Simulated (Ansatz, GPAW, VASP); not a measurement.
## AlRu: programs and potentials compared

```
CELL_PARAMETERS angstrom
2.99160 0.00000 0.00000
0.00000 2.99160 0.00000
0.00000 0.00000 2.99160
ATOMIC_POSITIONS crystal
Ru 0.50000 0.50000 0.50000
Al 0.00000 0.00000 0.00000
```

Alike in all runs: task single point; functional LDA; k mesh 9 × 9 × 9; occupations gaussian, width 0.1 eV; no spin polarisation; no spin-orbit coupling. LDA stands for any of its common fits. Pressure is positive in compression and, in plane waves, holds the error of the finite cutoff, which Ansatz's Pulay term estimates and takes out.

| program and potentials | plane-wave cutoff (eV) | notes | pressure (GPa) |
| --- | --- | --- | --- |
| Ansatz, Ansatz PAW | 420 | potentials made for PBE, which Ansatz adapts in part; 9.5 valence electrons an atom on average; Pulay term of +0.05 GPa included | -8.21 |
| Ansatz, all-electron LAPW, scalar-relativistic | - | - | -8.21 |
| GPAW, the program's PAW data sets (release 1.2.1) made for this functional | 600 | 9.5 valence electrons an atom on average | -7.63 |
| VASP, LDA PAW files Al, Ru_pv, 520 eV | 520 | 8.5 valence electrons an atom on average | -7.71 |

The pressure spans -8.21 (Ansatz, all-electron LAPW, scalar-relativistic) to -7.63 GPa (GPAW, the program's PAW data sets (release 1.2.1) made for this functional), with all-electron results at -8.21.

Differences between rows come from potentials, basis sets and numerical settings, since the functional is the same but for its coding. Runs on potential files found faulty are left out.

All four runs put the B2 cell under tension, so LDA would contract it from this lattice parameter. That fits the functional's familiar overbinding, which usually gives transition-metal compounds too short a bond. In AlRu the bonding rests largely on hybridisation of Ru 4d with Al s and p states, which makes the lattice stiff, so even a pressure of this size probably means only a small change in length.

The number of valence electrons doesn't order the results: GPAW and Ansatz PAW both treat 9.5 an atom, yet lie at opposite ends of the range, while VASP with 8.5 stays close to GPAW. Freezing the Ru 4s shell is therefore unlikely to be the main source of the spread. The match between Ansatz PAW and LAPW at -8.21 GPa is reassuring, but with potentials made for PBE it may owe something to cancelling errors. A single volume fixes the direction of relaxation, but neither the equilibrium lattice parameter nor the bulk modulus.
